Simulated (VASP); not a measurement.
# KI (Fm-3m) in VASP: single point with HSE06

Aim: the single point of KI with HSE06.

All numbers are computed with VASP 6.6.1; they aren't measurements. Logs are shortened: lines on timing, memory, paths and dates and some standing lists are left out, and cuts for length are marked.

**Experimental background.**

From a printed reference work, monograph, for a bulk crystal of KI: band gap 6.32 eV.

The results are compared with them further down.

## 1. The cell of the first run

Symmetry: Fm-3m, No. 225, cubic system. The conventional cell has a = 7.089 Å, b = 7.089 Å, c = 7.089 Å, α = 90.00°, β = 90.00°, γ = 90.00°. K (site symmetry m-3m) has 6 I at 3.54 Å within 4.7 Å. I (site symmetry m-3m) has 6 K at 3.54 Å within 4.7 Å.

## 2. Single point, HSE06

File POSCAR:

```
KI
1.0
    0.0000000000      3.5445661619      3.5445661619
    3.5445661619      0.0000000000      3.5445661619
    3.5445661619      3.5445661619      0.0000000000
K I
1 1
Direct
    0.0000000000      0.0000000000      0.0000000000
    0.5000000000      0.5000000000      0.5000000000
```

File INCAR.step1:

```
  ALGO = Normal
  EDIFF = 1E-5
  ENCUT = 520
  GGA = PE
  ISIF = 2
  ISMEAR = 0
  LASPH = True
  LCHARG = False
  LREAL = False
  LWAVE = True
  NBANDS = 15
  NELM = 100
  PREC = Accurate
  SIGMA = 0.01
```

File INCAR.step2:

```
  ALGO = Normal
  EDIFF = 1E-6
  ENCUT = 520
  GGA = PE
  HFSCREEN = 0.2079
  ISIF = 2
  ISMEAR = 0
  ISTART = 1
  LASPH = True
  LCHARG = False
  LHFCALC = True
  LREAL = False
  LWAVE = False
  NBANDS = 15
  NELM = 100
  PREC = Accurate
  PRECFOCK = Normal
  SIGMA = 0.01
```

File KPOINTS:

```
k-points
0
Gamma
  4 4 4
```

Potentials or basis: VASP PAW PBE potentials, release 64 (K_sv, I).

Run with:

```bash
> cat potpaw_PBE.64/K_sv/POTCAR potpaw_PBE.64/I/POTCAR > POTCAR
> cp INCAR.step1 INCAR
> mpirun -np 1 vasp_std > vasp.out
> cp INCAR.step2 INCAR
> mpirun -np 1 vasp_std > vasp.out
```

OUTCAR:

```text
EDIFF = 1E-6
   ENCUT = 520
   GGA = PE
   HFSCREEN = 0.2079
   ISIF = 2
   ISMEAR = 0
   ISTART = 1
   LASPH = True
   LHFCALC = True
   LREAL = False
   NELM = 100
   PREC = Accurate
   PRECFOCK = Normal

 ion  position               nearest neighbor table
   1  0.000  0.000  0.000-   2 3.54   2 3.54   2 3.54   2 3.54   2 3.54   2 3.54
   2  0.500  0.500  0.500-   1 3.54   1 3.54   1 3.54   1 3.54   1 3.54   1 3.54

  LATTYP: Found a face centered cubic cell.
 ALAT       =     7.0891323238

  Lattice vectors:

 A1 = (   0.0000000000,   3.5445661619,   3.5445661619)
 A2 = (   3.5445661619,   0.0000000000,   3.5445661619)
 A3 = (   3.5445661619,   3.5445661619,   0.0000000000)

Analysis of symmetry for initial positions (statically):
=====================================================================
 Subroutine PRICEL returns:
 Original cell was already a primitive cell.

 Routine SETGRP: Setting up the symmetry group for a
 face centered cubic supercell.

 Subroutine GETGRP returns: Found 48 space group operations
 (whereof 48 operations were pure point group operations)
 out of a pool of 48 trial point group operations.

The static configuration has the point symmetry O_h .

Analysis of symmetry for dynamics (positions and initial velocities):
=====================================================================
 Subroutine PRICEL returns:
 Original cell was already a primitive cell.

 Routine SETGRP: Setting up the symmetry group for a
 face centered cubic supercell.

 Subroutine GETGRP returns: Found 48 space group operations
 (whereof 48 operations were pure point group operations)
 out of a pool of 48 trial point group operations.

The dynamic configuration has the point symmetry O_h .

 Subroutine INISYM returns: Found 48 space group operations
 (whereof 48 operations are pure point group operations),
 and found     1 'primitive' translations

----------------------------------------------------------------------------------------

                                     Primitive cell

  volume of cell :      89.0675

  direct lattice vectors                    reciprocal lattice vectors
     0.000000000  3.544566162  3.544566162    -0.141060987  0.141060987  0.141060987
     3.544566162  0.000000000  3.544566162     0.141060987 -0.141060987  0.141060987
     3.544566162  3.544566162  0.000000000     0.141060987  0.141060987 -0.141060987

  length of vectors
     5.012773539  5.012773539  5.012773539     0.244324796  0.244324796  0.244324796

  position of ions in fractional coordinates (direct lattice)
     0.000000000  0.000000000  0.000000000
     0.500000000  0.500000000  0.500000000

  ion indices of the primitive-cell ions
   primitive index   ion index
                 1           1
                 2           2

----------------------------------------------------------------------------------------

 KPOINTS: k-points

Automatic generation of k-mesh.
 Grid dimensions read from file:
 generate k-points for:    4    4    4

 Generating k-lattice:

  Cartesian coordinates                     Fractional coordinates (reciprocal lattice)
    -0.035265247  0.035265247  0.035265247     0.250000000  0.000000000  0.000000000
     0.035265247 -0.035265247  0.035265247     0.000000000  0.250000000  0.000000000
     0.035265247  0.035265247 -0.035265247     0.000000000  0.000000000  0.250000000

  Length of vectors
     0.061081199  0.061081199  0.061081199

  Shift w.r.t. Gamma in fractional coordinates (k-lattice)
     0.000000000  0.000000000  0.000000000

 Subroutine IBZKPT returns following result:
 ===========================================

 Found      8 irreducible k-points:

 Following reciprocal coordinates:
            Coordinates               Weight
  0.000000  0.000000  0.000000      1.000000
  0.250000  0.000000  0.000000      8.000000
  0.500000  0.000000  0.000000      4.000000
  0.250000  0.250000  0.000000      6.000000
  0.500000  0.250000  0.000000     24.000000
 -0.250000  0.250000  0.000000     12.000000
  0.500000  0.500000  0.000000      3.000000
 -0.250000  0.500000  0.250000      6.000000
   k-points           NKPTS =      8   k-points in BZ     NKDIM =     64   number of bands    NBANDS=     15
   number of dos      NEDOS =    301   number of ions     NIONS =      2
   total plane-waves  NPLWV =  64000
   dimension x,y,z NGX =    40 NGY =   40 NGZ =   40
   dimension x,y,z NGXF=    80 NGYF=   80 NGZF=   80
   ions per type =               1   1
   NGX,Y,Z   is equivalent  to a cutoff of  13.27, 13.27, 13.27 a.u.
   NGXF,Y,Z  is equivalent  to a cutoff of  26.53, 26.53, 26.53 a.u.
 SYSTEM =  unknown system
   PREC   = accura    normal or accurate (medium, high low for compatibility)
   ISTART =      1    job   : 0-new  1-cont  2-samecut
   ICHARG =      0    charge: 1-file 2-atom 10-const
   ISPIN  =      1    spin polarized calculation?
   LNONCOLLINEAR =      F non collinear calculations
   LSORBIT =      F    spin-orbit coupling
   LASPH  =      T    aspherical Exc in radial PAW
   ENCUT  =  520.0 eV  38.22 Ry    6.18 a.u.   9.32  9.32  9.32*2*pi/ulx,y,z
   NELM   =    100;   NELMIN=  2; NELMDL=  0     # of ELM steps
   EDIFF  = 0.1E-05   stopping-criterion for ELM
   LREAL  =      F    real-space projection
   EDIFFG = 0.1E-04   stopping-criterion for IOM
   NSW    =      0    number of steps for IOM
   IBRION =     -1    ionic relax: 0-MD 1-quasi-New 2-CG
   NFREE  =      0    steps in history (QN), initial steepest desc. (CG)
   ISIF   =      2    stress and relaxation
   ISYM   =      3    0-nonsym 1-usesym 2-fastsym
   POTIM  = 0.5000    time-step for ionic-motion
   TEBEG  =    0.0;   TEEND  =   0.0 temperature during run
   PSTRESS=    0.0 pullay stress
   NELECT =      16.0000    total number of electrons
   NUPDOWN=      -1.0000    fix difference up-down
   EMIN   =  10.00;   EMAX   =-10.00  energy-range for DOS
   EFERMI =   0.00;   METHOD = LEGACY
   ISMEAR =     0;   SIGMA  =   0.01  broadening in eV -4-tet -1-fermi 0-gaus
   EFERMI_NEDOS =   21; number of points for ismear=-14 and -15
   IALGO  =     38    algorithm
   IMIX   =      1    mixing-type and parameters
     AMIX     =   0.40;   BMIX     =  1.00
     AMIX_MAG =   1.60;   BMIX_MAG =  1.00
  volume/ion in A,a.u.               =      44.53       300.53
  Fermi-wavevector in a.u.,A,eV,Ry     =   0.923723  1.745583 11.609363  0.853264
  Thomas-Fermi vector in A             =   2.049391
   LORBIT       =      0    0 simple, 1 ext, 2 COOP (PROOUT), +10 PAW based schemes
   GGA     = PE    functional components
   LHFCALC =     T    Hartree Fock is set to
   PRECFOCK=normal    Normal, Fast or Accurate (Low or Medium for compatibility)
   ENCUT4O =  -1.0   cutoff for four orbital integrals eV
   NKREDX  =     1    reduce k-point grid by
   NKREDY  =     1    reduce k-point grid by
   NKREDZ  =     1    reduce k-point grid by
   AEXX    =    0.2500 exact exchange contribution
   HFSCREEN=    0.2079 screening length (either q_TF or 0.3 A-1)
   HFSCREENC=   0.2079 screening length for correlation (either q_TF or 0.3 A-1)
   ENCUTFOCK=  -1.0 apply spherical cutoff to Coloumb kernel
   IVDW    =     0    specifies the selected vdW correction
   LEPSILON=     F    determine dielectric tensor
   LRPA    =     F    only Hartree local field effects (RPA)
 non-spin polarized calculation
 Gauss-broadening in eV      SIGMA  =   0.01
  energy-cutoff  :      520.00
  volume of cell :       89.07
 maximum number of plane-waves:      2421
 NGX is ok and might be reduce to    40
  NGX = 28; NGY = 28; NGZ = 28

 number of electron      15.9999999 magnetization

 Free energy of the ion-electron system (eV)
  ---------------------------------------------------
  ext. energy  EPLUGINS =         0.00000000
  ---------------------------------------------------
  free energy    TOTEN  =        -6.40236213 eV

  energy without entropy =       -6.40236213  energy(sigma->0) =       -6.40236213

 E-fermi :  -1.0637     XC(G=0):  -6.0119

 val. band max:       -1.1955036278   @ k =   0.0000   0.0000   0.0000
 cond. band min:       3.7337581095   @ k =   0.0000   0.0000   0.0000
 fundamental gap:      4.9292617373
 Fermi energy:        -1.0637225315

 k-point     1 :       0.0000    0.0000    0.0000
  band No.  band energies     occupation
      1     -32.0410      2.00000
      2     -14.1729      2.00000
      3     -14.1729      2.00000
      4     -14.1729      2.00000
      5     -12.5709      2.00000
      6      -1.1955      2.00000
      7      -1.1955      2.00000
      8      -1.1955      2.00000
      9       3.7338      0.00000
     10       6.4505      0.00000
     11       6.4505      0.00000
     12       6.4505      0.00000
     13       7.2804      0.00000
     14       7.2804      0.00000
     15       9.5931      0.00000

 k-point     2 :       0.2500    0.0000    0.0000
  band No.  band energies     occupation
      1     -32.0400      2.00000
      2     -14.2544      2.00000
      3     -14.1735      2.00000
      4     -14.1735      2.00000
      5     -12.4163      2.00000
      6      -1.9670      2.00000
      7      -1.3721      2.00000
      8      -1.3721      2.00000
      9       4.8393      0.00000
     10       6.4631      0.00000
     11       7.0836      0.00000
     12       7.0836      0.00000
     13       7.9809      0.00000
     14       7.9809      0.00000
     15      10.4317      0.00000
[... 77 lines left out ...]
      3     -14.1912      2.00000
      4     -14.1912      2.00000
      5     -12.4084      2.00000
      6      -2.2478      2.00000
      7      -1.5844      2.00000
      8      -1.5844      2.00000
      9       4.7587      0.00000
     10       5.6172      0.00000
     11       8.2678      0.00000
     12       8.6650      0.00000
     13       8.9409      0.00000
     14       9.9535      0.00000
     15       9.9535      0.00000

 k-point     8 :      -0.2500    0.5000    0.2500
  band No.  band energies     occupation
      1     -32.0383      2.00000
      2     -14.2245      2.00000
      3     -14.2045      2.00000
      4     -14.2045      2.00000
      5     -12.3467      2.00000
      6      -1.9579      2.00000
      7      -1.9579      2.00000
      8      -1.8095      2.00000
      9       6.3382      0.00000
     10       6.3382      0.00000
     11       6.5373      0.00000
     12       8.2011      0.00000
     13       8.9261      0.00000
     14      10.0020      0.00000
     15      10.3712      0.00000

------------------------ aborting loop because EDIFF is reached ----------------------------------------

  FORCE on cell =-STRESS in cart. coord.  units (eV):
  Direction    XX          YY          ZZ          XY          YZ          ZX
  --------------------------------------------------------------------------------------
  -------------------------------------------------------------------------------------
  Total        0.1572465      0.1572465      0.1572465      0.0000000      0.0000000     -0.0000000
  in kB        2.8286049      2.8286049      2.8286049      0.0000000      0.0000000     -0.0000000
  external PRESSURE =       2.8286049 kB  Pullay stress =       0.0000000 kB

 VOLUME and BASIS-vectors are now :
 -----------------------------------------------------------------------------
  energy-cutoff  :      520.00
  volume of cell :       89.07
      direct lattice vectors                 reciprocal lattice vectors
     0.000000000  3.544566162  3.544566162    -0.141060987  0.141060987  0.141060987
     3.544566162  0.000000000  3.544566162     0.141060987 -0.141060987  0.141060987
     3.544566162  3.544566162  0.000000000     0.141060987  0.141060987 -0.141060987

 POSITION                                       TOTAL-FORCE (eV/Angst)
 -----------------------------------------------------------------------------------
      0.00000      0.00000      0.00000         0.000000      0.000000      0.000000
      3.54457      3.54457      3.54457        -0.000000     -0.000000     -0.000000
 -----------------------------------------------------------------------------------
    total drift:                                0.000000      0.000000      0.000000

  FREE ENERGIE OF THE ION-ELECTRON SYSTEM (eV)
  ---------------------------------------------------
  free  energy   TOTEN  =        -6.4023621270 eV

  energy  without entropy=       -6.4023621270  energy(sigma->0) =       -6.40236213
```

Wall time 22 min (1 thread of AMD EPYC 7R13, shared host); peak memory 0.32 GiB.

What came out:

```
Free energy            : -6.4024 eV
Pressure               : 0.3 GPa
Band gap on the k mesh : 4.93 eV
```

Caveat: the PAW data sets were made with another functional, which shifts forces and pressure a little; spin-orbit coupling is left out, which moves the levels of the heavy elements.

## 3. Against experiment

Step 2. A measured gap of KI is 6.32 eV (a printed reference work, monograph); the calculated 4.93 eV misses it by -1.39 eV. Spin-orbit coupling on I is left out. The value is that of HSE06, without temperature or zero-point motion.
